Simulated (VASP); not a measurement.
**VASP inputs for CdSe (strained zincblende)**

INCAR

```
SIGMA = 0.02
NBANDS = 16
ENCUT = 520
LCHARG = .FALSE.
EDIFF = 1E-7
LASPH = .TRUE.
ISMEAR = -1
PREC = Accurate
GGA = PE
LWAVE = .FALSE.
LREAL = .FALSE.
IBRION = -1
NSW = 0
NELM = 120
ISIF = 2
```

KPOINTS

```
KPOINTS created by Atomic Simulation Environment
0
Gamma
8 8 8
0 0 0
```

KPOINTS_OPT

```
special points
6
Reciprocal
0.0000000000 0.0000000000 0.0000000000 1
-0.5000000000 -0.5000000000 0.0000000000 1
-0.3750000000 -0.3750000000 0.2500000000 1
-0.3750000000 0.0000000000 0.3750000000 1
0.0000000000 0.0000000000 0.5000000000 1
-0.5000000000 -0.2500000000 0.2500000000 1
```

POSCAR

```
Cd Se
 1.0000000000000000
     0.0000000000000000    3.0371031557000001    3.0371031557000001
     3.0371031557000001    0.0000000000000000    3.0371031557000001
     3.0371031557000001    3.0371031557000001    0.0000000000000000
 Cd  Se
   1   1
Cartesian
  0.0000000000000000  0.0000000000000000  0.0000000000000000
  1.5185515778500005  1.5185515778500005  1.5185515778500005
```

VASP ran with the recommended PBE PAW datasets (18 valence electrons in the cell).

What does this run give?

gap between bands v and c 0.62 eV; least direct gap 0.62 eV; pressure 3.4 GPa.

Band v is the last that the valence electrons fill when counted band by band, and c is the next. Levels in eV from the top of v:

| point | v−1 | v | c | c+1 |
| --- | --- | --- | --- | --- |
| Γ | 0.00 | 0.00 | 0.62 | 5.94 |
| X | -1.87 | -1.87 | 3.13 | 3.76 |
| K | -2.54 | -1.53 | 3.71 | 5.17 |
| L | -0.76 | -0.76 | 2.40 | 6.44 |
| W | -2.25 | -2.23 | 5.06 | 5.22 |
